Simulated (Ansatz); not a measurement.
# As (P-1) in Ansatz: convergence with k mesh

Aim: find how far k mesh must go before the results for As settle, at LDA. This setting moves, with any that are tied to it; all else stays.

Everything below comes from runs of Ansatz 0.2.0. Logs are shortened: lines on timing, memory, paths and dates and some standing lists are left out, and cuts for length are marked.

**1. The cell of the first run**

The typed cell holds 1 atom: a = 2.710 Å, b = 2.730 Å, c = 2.672 Å, α = 88.59°, β = 90.51°, γ = 90.74°.

This isn't the form of As at room conditions, which is rhombohedral.

The cell isn't the ideal one: cell strained at random at fixed volume.

**2. With k mesh 3 × 3 × 3**

File input.yaml:

```yaml
crystal:
  lattice:
    - [2.710041, -0.017379, -0.011858]
    - [-0.017379, 2.7297, 0.033264]
    - [-0.011858, 0.033264, 2.672193]
  atoms:
    - { symbol: As, position: [0.484351, 0.505525, 0.496375] }
hamiltonian:
  xc: lda
  pseudopotentials: { kind: paw, source: jth, xc_functional: pbe }
kpoints:
  mp_grid: { grid: [3, 3, 3] }
scf:
  occupations: { method: gaussian, width: 0.05 }
output:
  forces: true
  stress: true
  eigenvalues: true
```

Potentials or basis: JTH PAW.

The run is started by

```console
$ ansatz run input.yaml --threads 2 --pin off --max-ram 5632MiB --backend cpu --events-out ev --progress --plain --runs-dir out
```

Output:

```text
Warning: the checks of this As dataset prove no rule for summing its radial tables, as where they were carried onto another mesh than they were made on, and Gregory's rule is taken, under which a leading mesh point left out moves its sums only by what lay on the interval it spanned. That does not make them correct, and they differ from Quantum ESPRESSO's on this file; a re-export a fraction of a mesh step off can move them. hamiltonian.pseudopotentials.radial_quadrature: simpson_from_first_knot sums it by `pw.x`'s rule; on a PAW file no value gives `pw.x`'s numbers. What more to know: hamiltonian.pseudopotentials.radial_quadrature, in the input reference
Warning: RAYON_NUM_THREADS=2 ignored (pool sized by the plan → 2); use --threads N
Engine: ansatz 0.2.0, x86_64-unknown-linux-gnu
Pseudopotentials: kind: paw
Pseudopotential: As, paw, valence charge 15, recommended cutoff 1350 eV (normal), As.paw.azcp
Functional definition: SPW92
  exchange = slater_x
  correlation = pw_c
Crystal: 1 atoms, lattice volume = 19.764 Å³
Basis set: ecut = 1350 eV, 2207 PW (Γ)
Bands: 12, of which v1, the nominal top of the filled ones, is band 8 counted from 1 (7 counted from 0)
Symmetry: 2 space group operations
Space group: P-1 (ITA 2), of the structure as read, at distance tolerance 2.7e-5 Å
k-points: 14 of 27
Non-local potential: As, projectors of the file, l = 0: 2, l = 1: 2, l = 2: 2
PAW form: soft (Blöchl's): semilocal exchange-correlation on the pseudo side does not see the compensation charge
PAW frozen core: As, regenerated for the run's functional, and the local potential with it (the file was generated under x = pbe(κ = 0.804, μ = 0.2195149727645171), c = pbe(β = 0.06672455060314922))
PAW one-centre angular grid: As, 590 points (default); XC on 64 Gauss nodes
Initial density: superposition of atomic densities (chi_scale 0.1, normalization cell)
Initial wavefunctions: pseudopotential atomic-orbital guess
Functional: x = slater, c = lda
SCF iter   1: F=—  HF=-4771.325603 eV  |F-HF|=—  |Δ(HF+E_count)|=         —  Δρ=1.90e-2  dr2=5.26e-2  ethr=3.10e-3  ⟨swp⟩=6.9  Hψ=1142  notcnv=0
preconditioner: auto → none  [metal: Δε(μ)=0.052 eV  Ē_g=15.075 eV  σ=0.050 eV  W_gap=0.46  n_scr=6 (ndim 8)  ℏωp=18.7 eV  f_vac=0.000  D(μ)=4.10/eV (n_scr^D=80)  sad-step TF]
SCF iter   2: F=—  HF=-4771.319372 eV  |F-HF|=—  |Δ(HF+E_count)|=   6.23e-3  Δρ=1.16e-2  dr2=1.96e-2  ethr=3.51e-4  ⟨swp⟩=1.1  Hψ=282  notcnv=0
SCF iter   3: F=—  HF=-4771.317099 eV  |F-HF|=—  |Δ(HF+E_count)|=   2.27e-3  Δρ=2.84e-3  dr2=1.77e-3  ethr=1.31e-4  ⟨swp⟩=1.6  Hψ=172  notcnv=0  defer=1
SCF iter   4: F=—  HF=-4771.316732 eV  |F-HF|=—  |Δ(HF+E_count)|=   3.67e-4  Δρ=6.37e-4  dr2=6.03e-5  ethr=1.18e-5  ⟨swp⟩=1.1  Hψ=168  notcnv=0  defer=1
SCF iter   5: F=—  HF=-4771.316726 eV  |F-HF|=—  |Δ(HF+E_count)|=   6.12e-6  Δρ=2.18e-4  dr2=8.88e-6  ethr=4.02e-7  ⟨swp⟩=1.9  Hψ=189  notcnv=0  defer=1
SCF iter   6: F=—  HF=-4771.316724 eV  |F-HF|=—  |Δ(HF+E_count)|=   1.76e-6  Δρ=5.35e-5  dr2=5.61e-7  ethr=5.92e-8  ⟨swp⟩=1.0  Hψ=164  notcnv=0  defer=1
SCF iter   7: F=-4771.316724 eV  HF=-4771.316724 eV  |F-HF|=4.87e-9  |Δ(HF+E_count)|=   7.58e-8  Δρ=1.03e-5  dr2=1.55e-8  ethr=6.67e-10  ⟨swp⟩=6.0  Hψ=840  notcnv=0
SCF 1 converged in 7 iterations: F = -4771.316724 eV  dr2 = 1.55e-8
SCF converged after 7 iterations
Free energy (F): -4771.316724 eV
Harris-Foulkes:  -4771.316724 eV  (|F-HF|=4.87e-9)
Internal energy: -4771.310658 eV  (E = F + TS)
E sigma→0 (E₀):  -4771.313691 eV
Entropy (-TS):   -0.006066 eV (-6.066 meV/atom)
Fermi energy:    9.997002 eV
--- Per-component energies (eV) ---
  E_band       = -220.385787
  E_kinetic    = 106.947489
  E_local      = -2246.296107  (includes V_loc(G=0)·N_el)
  E_nonlocal   = 21.344162
  E_hartree    = 841.546098
  E_xc         = -58.009454
  E_vxc        = -75.185201  (∫ρ·V_xc dr)
  E_paw        = -1739.018723  (= ΣΔE_a)
  E_vpaw       = 289.713583  (= ΣTr[D̂ρ^β])
  E_aug_tail   = 0.000000  (compensation charges beyond the density's cutoff)
  E_ewald      = -1699.899445
  E_core_change = 2.075323  (= ΣΔE_core)
  E_smearing   = -0.006066  (= −TS)
  E_closure    = 0.000000  (closes the sum)
  Σ components = -4771.316724   (vs F -4771.316724, Δ=0.00e0)
--- Forces (eV/Å), atoms counted from 1 ---
  atom   1  As     0.00000000     0.00000000     0.00000000
  max |Σ_I F_I| component: 0.00e0 eV/Å
--- Stress (GPa, compression-positive) ---
       -6.021848      -5.768270      -3.747189
       -5.768268      -6.353997      10.701274
       -3.747189      10.701266      -0.939220
  P = ⅓ Tr σ = -4.4384 GPa (-44.384 kbar)
--- Band table (eV; the first three rows and the last of 14) ---
  k-point 0: bands = ["-24.7653", "-24.7489", "-24.6707", "-24.6522", "-24.6107", "-3.6046", "15.1258", "15.4230", "15.9236", "19.9424", "20.2319", "21.8786"]
  k-point 1: bands = ["-24.7561", "-24.6996", "-24.6822", "-24.6491", "-24.6238", "-1.6137", "6.9288", "16.7272", "17.0347", "21.7853", "23.0994", "27.8651"]
  k-point 2: bands = ["-24.7494", "-24.7118", "-24.6786", "-24.6609", "-24.6158", "-1.7659", "6.7283", "16.8704", "17.3445", "21.9017", "23.4893", "28.0940"]
  k-point 13: bands = ["-24.7191", "-24.7153", "-24.6548", "-24.6495", "-24.6148", "2.0116", "10.0191", "10.0777", "11.1832", "19.1466", "20.3378", "20.5461"]
```

Run time: 0.66 s. Hardware: 2 threads of Intel Xeon Platinum 8259CL at 2.50GHz (Skylake/Cascade Lake), shared host; peak memory 0.33 GiB.

What came out:

```yaml
Free_energy: -4771.3167 eV
Pressure: -4.4 GPa
Band_gap_on_the_k_mesh: none (metal or under the smearing width)
```

**3. With k mesh 4 × 4 × 4**

input.yaml, as its differences from that of step 2:

```diff
@@ -11,3 +11,3 @@
 kpoints:
-  mp_grid: { grid: [3, 3, 3] }
+  mp_grid: { grid: [4, 4, 4] }
 scf:
```

Potentials or basis: JTH PAW.

The run is started by

```console
$ ansatz run input.yaml --threads 2 --pin off --max-ram 5632MiB --backend cpu --events-out ev --progress --plain --runs-dir out
```

Run time: 1.3 s. Hardware: 2 threads of Intel Xeon Platinum 8259CL at 2.50GHz (Skylake/Cascade Lake), shared host; peak memory 0.36 GiB.

What came out:

```yaml
Free_energy: -4771.2818 eV
Pressure: -4.4 GPa
Band_gap_on_the_k_mesh: none (metal or under the smearing width)
```

**4. With k mesh 5 × 5 × 5**

input.yaml, as its differences from that of step 3:

```diff
@@ -11,3 +11,3 @@
 kpoints:
-  mp_grid: { grid: [4, 4, 4] }
+  mp_grid: { grid: [5, 5, 5] }
 scf:
```

The run is started by

```console
$ ansatz run input.yaml --threads 2 --pin off --max-ram 5632MiB --backend cpu --events-out ev --progress --plain --runs-dir out
```

Run time: 2 s. Hardware: 2 threads of Intel Xeon Platinum 8259CL at 2.50GHz (Skylake/Cascade Lake), shared host; peak memory 0.4 GiB.

Results:

```
Free energy            : -4771.6059 eV
Pressure               : -2.7 GPa
Band gap on the k mesh : none (metal or under the smearing width)
```

**5. With k mesh 6 × 6 × 6**

input.yaml, as its differences from that of step 4:

```diff
@@ -11,3 +11,3 @@
 kpoints:
-  mp_grid: { grid: [5, 5, 5] }
+  mp_grid: { grid: [6, 6, 6] }
 scf:
```

The run is started by

```console
$ ansatz run input.yaml --threads 2 --pin off --max-ram 5632MiB --backend cpu --events-out ev --progress --plain --runs-dir out
```

It took 3.2 s on 2 threads of Intel Xeon Platinum 8259CL at 2.50GHz (Skylake/Cascade Lake), shared host; peak memory 0.43 GiB.

What came out:

```yaml
Free_energy: -4771.7491 eV
Pressure: -2.1 GPa
Band_gap_on_the_k_mesh: none (metal or under the smearing width)
```

**6. With k mesh 7 × 7 × 7**

input.yaml, as its differences from that of step 5:

```diff
@@ -11,3 +11,3 @@
 kpoints:
-  mp_grid: { grid: [6, 6, 6] }
+  mp_grid: { grid: [7, 7, 7] }
 scf:
```

Potentials or basis: JTH PAW.

The run is started by

```console
$ ansatz run input.yaml --threads 2 --pin off --max-ram 5632MiB --backend cpu --events-out ev --progress --plain --runs-dir out
```

It took 4.5 s on 2 threads of Intel Xeon Platinum 8259CL at 2.50GHz (Skylake/Cascade Lake), shared host; peak memory 0.49 GiB.

The run converged. Its results:

```
Free energy            : -4771.7575 eV
Pressure               : -2.8 GPa
Band gap on the k mesh : none (metal or under the smearing width)
```

**7. With k mesh 9 × 9 × 9**

input.yaml, as its differences from that of step 6:

```diff
@@ -11,3 +11,3 @@
 kpoints:
-  mp_grid: { grid: [7, 7, 7] }
+  mp_grid: { grid: [9, 9, 9] }
 scf:
```

The run is started by

```console
$ ansatz run input.yaml --threads 2 --pin off --max-ram 5632MiB --backend cpu --events-out ev --progress --plain --runs-dir out
```

It took 10 s on 2 threads of Intel Xeon Platinum 8259CL at 2.50GHz (Skylake/Cascade Lake), shared host; peak memory 0.71 GiB.

It converged, with:

```yaml
Free_energy: -4771.7251 eV
Pressure: -3.4 GPa
Band_gap_on_the_k_mesh: none (metal or under the smearing width)
```

**8. With k mesh 11 × 11 × 11**

input.yaml, as its differences from that of step 7:

```diff
@@ -11,3 +11,3 @@
 kpoints:
-  mp_grid: { grid: [9, 9, 9] }
+  mp_grid: { grid: [11, 11, 11] }
 scf:
```

The run is started by

```console
$ ansatz run input.yaml --threads 2 --pin off --max-ram 5632MiB --backend cpu --events-out ev --progress --plain --runs-dir out
```

Wall time 19 s (2 threads of Intel Xeon Platinum 8259CL at 2.50GHz (Skylake/Cascade Lake), shared host); peak memory 1 GiB.

It converged, with:

* Free energy: -4771.7001 eV
* Pressure: -2.2 GPa
* Band gap on the k mesh: none (metal or under the smearing width)

**9. With k mesh 13 × 13 × 14**

input.yaml, as its differences from that of step 8:

```diff
@@ -11,3 +11,3 @@
 kpoints:
-  mp_grid: { grid: [11, 11, 11] }
+  mp_grid: { grid: [13, 13, 14] }
 scf:
```

Potentials or basis: JTH PAW.

The run is started by

```console
$ ansatz run input.yaml --threads 2 --pin off --max-ram 5632MiB --backend cpu --events-out ev --progress --plain --runs-dir out
```

Wall time 33 s (2 threads of Intel Xeon Platinum 8259CL at 2.50GHz (Skylake/Cascade Lake), shared host); peak memory 1.5 GiB.

Results (log left out):

* Free energy: -4771.7324 eV
* Pressure: -2.7 GPa
* Band gap on the k mesh: none (metal or under the smearing width)

**10. With k mesh 16 × 16 × 16**

input.yaml, as its differences from that of step 9:

```diff
@@ -11,3 +11,3 @@
 kpoints:
-  mp_grid: { grid: [13, 13, 14] }
+  mp_grid: { grid: [16, 16, 16] }
 scf:
```

The run is started by

```console
$ ansatz run input.yaml --threads 2 --pin off --max-ram 5632MiB --backend cpu --events-out ev --progress --plain --runs-dir out
```

Run time: 60 s. Hardware: 2 threads of Intel Xeon Platinum 8259CL at 2.50GHz (Skylake/Cascade Lake), shared host; peak memory 2.4 GiB.

It converged, with:

| Quantity | Value |
| --- | --- |
| Free energy | -4771.7222 eV |
| Pressure | -2.9 GPa |
| Band gap on the k mesh | none (metal or under the smearing width) |

**11. The series at a glance**

```tsv
k mesh	energy less the tightest run, at zero smearing (meV/atom)	pressure (GPa)	SCF cycles	CPU time (s)	peak memory (GiB)
3 × 3 × 3	408.30	-4.44	7	1.2	0.33
4 × 4 × 4	441.05	-4.38	7	2.5	0.36
5 × 5 × 5	117.18	-2.73	6	3.8	0.4
6 × 6 × 6	-26.47	-2.11	6	6.2	0.43
7 × 7 × 7	-35.20	-2.82	5	8.8	0.49
9 × 9 × 9	-2.72	-3.40	6	20	0.71
11 × 11 × 11	22.28	-2.23	6	37	1
13 × 13 × 14	-10.23	-2.72	6	66	1.5
16 × 16 × 16	0.00	-2.94	6	120	2.4
```

Not settled before the last step: the energy (to 1 meV/atom), the pressure (to 0.1 GPa). Meshes of other sizes hit other points, so gaps and Fermi surfaces needn't settle smoothly. The tightest run that finished is the yardstick and may itself not be fully converged.
